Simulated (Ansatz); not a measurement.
# 2H-WS2 bilayer (2H stacking) in a perpendicular field, part 2 of 2

Aim: how the 2H-WS2 bilayer (2H stacking) screens a field along its normal, and what the field does to its bands. A positive field points along +c.

Ansatz 0.2.0; plane-wave DFT, r2SCAN-D4, Ansatz PAW (set soft_1); PAW set soft_1 (the session's first sound run).

So far. Step 12 (Response, atoms relaxed): The induced dipole is that of a conductor 10.13 Å thick. Step 13 (Same geometry, cutoff 420 eV, functional LDA): The dipole is 0.0496 e·Å.

### 14. Same geometry, cutoff 420 eV, functional LDA (run 2)

The same run in the opposite field.

input.yaml reads:

```yaml
crystal:
  lattice:
    - [3.172360121, 0.0, 0.0]
    - [-1.5861800605, 2.7473444547, 0.0]
    - [0.0, 0.0, 27.405441503]
  atoms:
    - { symbol: S, position: [0.3333333333, 0.6666666667, 0.3284019343] }
    - { symbol: W, position: [0.0, 0.0, 0.3853643818] }
    - { symbol: S, position: [0.3333333333, 0.6666666667, 0.4423216148] }
    - { symbol: S, position: [0.0, 0.0, 0.5576783852] }
    - { symbol: W, position: [0.3333333333, 0.6666666667, 0.6146356182] }
    - { symbol: S, position: [0.0, 0.0, 0.6715980657] }
kpoints:
  mp_grid: { grid: [6, 6, 1] }
hamiltonian:
  xc: lda
  pseudopotentials: { kind: paw, azcp: { folder: soft_1 }, xc_functional: pbe }
scf:
  occupations: { method: fermi_dirac, width: 0.05 }
  convergence: { dr2_threshold: 1.0e-09 }
efield:
  axis: 3
  dipole_correction: true
  ramp_position: 0.9544
  ramp_width: 0.0912
  amplitude: -0.1
output:
  write_potential: true
  write_density: true
  volumetric_format: npy
```

Command:

```sh
$ ansatz run input.yaml --threads 4 --pin off --max-ram 6144MiB --backend cpu --events-out ev --progress --plain --runs-dir out
```

It took 2.1 s on 4 threads of Arm Neoverse V1, shared host; peak memory 0.45 GiB; 7.7 s of CPU time.

The dipole is -0.0496 e·Å.

### 15. Response at this level

This step: plane-wave DFT, LDA, Ansatz PAW (set soft_1); response to a field along the normal, atoms held; PAW set soft_1 (Ansatz 0.2.0).

The two signs of the field give the slope at this level.

This step gave:

```
equivalent conductor thickness p/(ε₀AE) : 10.30 Å
```

The induced dipole is that of a conductor 10.30 Å thick.

### 16. Same geometry, cutoff 420 eV, functional PBE

This step: plane-wave DFT, PBE, Ansatz PAW (set soft_1); PAW set soft_1 (Ansatz 0.2.0).

The geometry is kept and the functional is PBE; other changes against the main runs: SCF threshold 1.0e-10 → 1.0e-09 eV, cutoff 500 → 420, k-mesh 18×18×1 → 6×6×1 and no dispersion term, which doesn't act on the electrons.

input.yaml: that of step 14 with these lines changed.

```diff
@@ -15,4 +15,4 @@
 hamiltonian:
-  xc: lda
-  pseudopotentials: { kind: paw, azcp: { folder: soft_1 }, xc_functional: pbe }
+  xc: pbe
+  pseudopotentials: { kind: paw, azcp: { folder: soft_1 } }
 scf:
@@ -25,3 +25,3 @@
   ramp_width: 0.0912
-  amplitude: -0.1
+  amplitude: 0.1
 output:
```

The job ended after 2.2 s (4 threads; peak memory 0.47 GiB).

The dipole is 0.0493 e·Å.

### 17. Same geometry, cutoff 420 eV, functional PBE (run 2)

input.yaml: that of step 16 with these lines changed.

```diff
@@ -25,3 +25,3 @@
   ramp_width: 0.0912
-  amplitude: 0.1
+  amplitude: -0.1
 output:
```

The job ended after 2.1 s (4 threads; peak memory 0.46 GiB).

The dipole is -0.0493 e·Å.

### 18. Response at this level

This step: plane-wave DFT, PBE, Ansatz PAW (set soft_1); response to a field along the normal, atoms held; PAW set soft_1 (Ansatz 0.2.0).

The induced dipole is that of a conductor 10.23 Å thick.

### 19. Same geometry, cutoff 500 eV, functional r2SCAN

This step: plane-wave DFT, r2SCAN, Ansatz PAW (set soft_1); PAW set soft_1 (Ansatz 0.2.0).

The geometry is kept and the functional is r2SCAN; other changes against the main runs: SCF threshold 1.0e-10 → 1.0e-09 eV, k-mesh 18×18×1 → 6×6×1 and no dispersion term, which doesn't act on the electrons.

input.yaml: that of step 17 with these lines changed.

```diff
@@ -15,3 +15,3 @@
 hamiltonian:
-  xc: pbe
+  xc: r2scan
   pseudopotentials: { kind: paw, azcp: { folder: soft_1 } }
@@ -25,3 +25,3 @@
   ramp_width: 0.0912
-  amplitude: -0.1
+  amplitude: 0.1
 output:
```

The job ended after 6.4 s (4 threads; peak memory 0.86 GiB).

The dipole is 0.0488 e·Å.

### 20. Same geometry, cutoff 500 eV, functional r2SCAN (run 2)

input.yaml: that of step 19 with these lines changed.

```diff
@@ -25,3 +25,3 @@
   ramp_width: 0.0912
-  amplitude: 0.1
+  amplitude: -0.1
 output:
```

Wall time 6.2 s (4 threads); peak memory 0.85 GiB.

The dipole is -0.0488 e·Å.

### 21. Response at this level

This step: plane-wave DFT, r2SCAN, Ansatz PAW (set soft_1); response to a field along the normal, atoms held; PAW set soft_1 (Ansatz 0.2.0).

The induced dipole is that of a conductor 10.13 Å thick.

### 22. Same geometry, cutoff 420 eV, functional HSE06

This step: plane-wave DFT, HSE06, Ansatz PAW (set soft_1); PAW set soft_1 (Ansatz 0.2.0).

The geometry is kept and the functional is HSE06; other changes against the main runs: SCF threshold 1.0e-10 → 1.0e-09 eV, cutoff 500 → 420, k-mesh 18×18×1 → 6×6×1 and no dispersion term, which doesn't act on the electrons.

input.yaml: that of step 20 with these lines changed.

```diff
@@ -15,3 +15,3 @@
 hamiltonian:
-  xc: r2scan
+  xc: hse06
   pseudopotentials: { kind: paw, azcp: { folder: soft_1 } }
@@ -25,3 +25,3 @@
   ramp_width: 0.0912
-  amplitude: -0.1
+  amplitude: 0.1
 output:
```

The job ended after 27 s (4 threads; peak memory 2.6 GiB).

A gap read on the k-mesh alone can miss the band edges.

The dipole is 0.0485 e·Å.

### 23. Same geometry, cutoff 420 eV, functional HSE06 (run 2)

input.yaml: that of step 22 with these lines changed.

```diff
@@ -25,3 +25,3 @@
   ramp_width: 0.0912
-  amplitude: 0.1
+  amplitude: -0.1
 output:
```

Elapsed: 28 s, on 4 threads; peak memory 2.6 GiB.

The dipole is -0.0485 e·Å.

### 24. The series together

Times are for 4 threads of Arm Neoverse V1, shared host. Results by setting:

```tsv
no.	functional	field	dipole along the normal (e·Å)	time	memory (GiB)
1	lda	0.1 V/Å	0.04963	2.1 s	0.45
2	lda	-0.1 V/Å	-0.04963	2.1 s	0.45
3	pbe	0.1 V/Å	0.04928	2.2 s	0.47
4	pbe	-0.1 V/Å	-0.04928	2.1 s	0.46
5	r2scan	0.1 V/Å	0.04881	6.4 s	0.86
6	r2scan	-0.1 V/Å	-0.04881	6.2 s	0.85
7	hse06	0.1 V/Å	0.04846	27 s	2.6
8	hse06	-0.1 V/Å	-0.04846	28 s	2.6
```

### 25. Response at this level

This step: plane-wave DFT, HSE06, Ansatz PAW (set soft_1); response to a field along the normal, atoms held; PAW set soft_1 (Ansatz 0.2.0).

The induced dipole is that of a conductor 10.06 Å thick.

### 26. The same run with other settings

This step: plane-wave DFT, r2SCAN-D4, Ansatz PAW (set soft_1), but for the change named below (Ansatz 0.2.0).

A run with a changed input: it repeats the earlier run at 0.1 V/Å with magnetization to spin_polarized: true and basis.ecutwfc to 51.4 Ry.

input.yaml reads:

```yaml
crystal:
  lattice:
    - [3.172360121, 0.0, 0.0]
    - [-1.5861800605, 2.7473444547, 0.0]
    - [0.0, 0.0, 27.405441503]
  atoms:
    - { symbol: S, position: [0.3333333333, 0.6666666667, 0.3284019343], spin: -4.0 }
    - { symbol: W, position: [0.0, 0.0, 0.3853643818], spin: 4.0 }
    - { symbol: S, position: [0.3333333333, 0.6666666667, 0.4423216148], spin: 4.0 }
    - { symbol: S, position: [0.0, 0.0, 0.5576783852], spin: 4.0 }
    - { symbol: W, position: [0.3333333333, 0.6666666667, 0.6146356182], spin: -4.0 }
    - { symbol: S, position: [0.0, 0.0, 0.6715980657], spin: 0.5 }
kpoints:
  mp_grid: { grid: [18, 18, 1] }
  band_path:
    path: [[0, 0, 0], [0.5, 0, 0], [0.33333333, 0.33333333, 0], [0, 0, 0]]
    npoints: 16
hamiltonian:
  xc: r2scan
  dispersion: d4
  pseudopotentials: { kind: paw, azcp: { folder: soft_1 } }
scf:
  occupations: { method: fermi_dirac, width: 0.05 }
  convergence: { dr2_threshold: 1.0e-10 }
efield:
  axis: 3
  dipole_correction: true
  ramp_position: 0.9544
  ramp_width: 0.0912
  amplitude: 0.1
output:
  write_potential: true
  write_density: true
  volumetric_format: npy
magnetization:
  spin_polarized: true
basis:
  ecutwfc: "51.4 Ry"
```

Run time: 7.4 min. Hardware: 4 threads; peak memory 2.8 GiB; 29 min of CPU time.

Numbers from this step:

```
dipole along the normal           : 0.04879 e·Å
gap along the path                : 1.474 eV
gap, the smaller of path and mesh : 1.474 eV
```

Deep bands are left out, so band numbers here count from the lowest band kept and differ from the log's. Electronic bands along the path, in eV, zero at the Fermi level of the run, which the smearing sets inside the gap; # counts the bands kept:

```tsv
point	up #13	up #14	up #15	up #16	down #13	down #14	down #15	down #16
Γ	-1.35	-0.73	1.90	1.90	-1.35	-0.73	1.90	1.90
halfway	-2.09	-1.96	1.20	1.51	-2.09	-1.96	1.20	1.51
M	-2.20	-2.06	1.84	1.96	-2.20	-2.06	1.84	1.96
halfway	-1.70	-1.55	1.48	1.61	-1.70	-1.55	1.48	1.61
K	-1.24	-1.09	0.74	0.86	-1.24	-1.09	0.74	0.86
halfway	-2.11	-1.99	0.87	1.26	-2.11	-1.99	0.87	1.26
Γ	-1.35	-0.73	1.90	1.90	-1.35	-0.73	1.90	1.90
```

```tsv
quantity	this run	earlier run	difference
dipole along the normal (e·Å)	0.04879	0.04879	4.5e-7
gap along the path (eV)	1.474	1.474	-1.3e-5
```

Nothing in the table moves by 0.01 in its unit (for the dipole 0.5 % and 5e-5 e·Å). The run took 21 SCF cycles against 14.

No band crosses the Fermi level on this path.

### 27. The same run with other settings: basis.xc_grid = 3 and crystal.symmetry = {"detect": false}

This step: plane-wave DFT, r2SCAN-D4, Ansatz PAW (set soft_1) (Ansatz 0.2.0).

Another changed input: it repeats the earlier run at 0.1 V/Å with basis.xc_grid to 3 and crystal.symmetry to detect: false.

input.yaml, the sections that differ from step 26:

```yaml
crystal:
  lattice:
    - [3.172360121, 0.0, 0.0]
    - [-1.5861800605, 2.7473444547, 0.0]
    - [0.0, 0.0, 27.405441503]
  atoms:
    - { symbol: S, position: [0.3333333333, 0.6666666667, 0.3284019343] }
    - { symbol: W, position: [0.0, 0.0, 0.3853643818] }
    - { symbol: S, position: [0.3333333333, 0.6666666667, 0.4423216148] }
    - { symbol: S, position: [0.0, 0.0, 0.5576783852] }
    - { symbol: W, position: [0.3333333333, 0.6666666667, 0.6146356182] }
    - { symbol: S, position: [0.0, 0.0, 0.6715980657] }
  symmetry: { detect: false }
basis:
  xc_grid: 3
# kpoints, hamiltonian, scf, efield, output: as in step 26
# magnetization: removed
```

It took 1.8 min on 4 threads; peak memory 2 GiB.

This step gave:

- dipole along the normal: 0.04880 e·Å
- smallest direct gap along the path: 1.835 eV

The electronic bands at the labelled points (eV, zero at the Fermi level of the run, which the smearing sets inside the gap):

```tsv
point	band 23	band 24	band 25	band 26	band 27	band 28	band 29	band 30
Γ	-2.84	-2.84	-1.35	-0.73	1.90	1.90	2.01	2.01
halfway	-3.07	-2.70	-2.09	-1.96	1.20	1.51	1.63	1.66
M	-2.62	-2.48	-2.20	-2.06	1.84	1.96	2.28	2.44
halfway	-3.52	-3.33	-1.70	-1.55	1.48	1.61	2.54	2.66
K	-3.70	-3.59	-1.24	-1.09	0.74	0.86	2.14	2.70
halfway	-2.70	-2.51	-2.11	-1.99	0.87	1.26	1.76	1.96
Γ	-2.84	-2.84	-1.35	-0.73	1.90	1.90	2.01	2.01
```

```tsv
quantity	this run	earlier run	difference
dipole along the normal (e·Å)	0.04880	0.04879	3.5e-6
gap along the path (eV)	1.474	1.474	-2.0e-6
smallest direct gap along the path (eV)	1.835	1.835	-3.0e-6
```

Nothing in the table moves by 0.01 in its unit (for the dipole 0.5 % and 5e-5 e·Å).

### 28. What came out

* gap without field: 1.54 eV
* ionisation energy, upper face: 5.51 eV
* electron affinity, upper face: 3.97 eV
* equivalent conductor thickness, atoms held: 10.1 Å
* equivalent conductor thickness, atoms relaxed: 10.1 Å
* equivalent conductor thickness, LDA: 10.3 Å
* equivalent conductor thickness, PBE: 10.2 Å
* equivalent conductor thickness, r2SCAN: 10.1 Å
* equivalent conductor thickness, HSE06: 10.1 Å

In words: The induced dipole equals that of a perfect conductor 10.13 Å thick, while the outer atoms lie 9.41 Å apart; an out-of-plane ε follows only once a thickness t is chosen, by 1 − 1/ε = 10.13 Å / t. The gap goes from 1.54 eV to 1.27 eV at 0.35 V/Å. Across the functionals the thickness runs from 10.06 to 10.30 Å; those runs use a coarser k-mesh, so they are to be compared with each other. With the field reversed the gap is 1.40 eV at -0.2 V/Å. Semilocal functionals give gaps that are too small, and excitons are not included. Spin-orbit coupling is left out, which matters for the bands of elements this heavy.

[Logs are printed without paths, hosts, clocks, repeated set-up lines and the standing remarks that a program may print on its own settings, such as how far it seeks lower states.]

[Hosts, paths, dates, database ids (printed as entryN), source tags and the programs' standing remarks are cut or masked in the printed files.]

[Maps of the electrostatic potential energy from Ansatz leave out the sawtooth potential of an applied field or a dipole correction, so their vacuum need not be flat; planar profiles and work functions include it.]
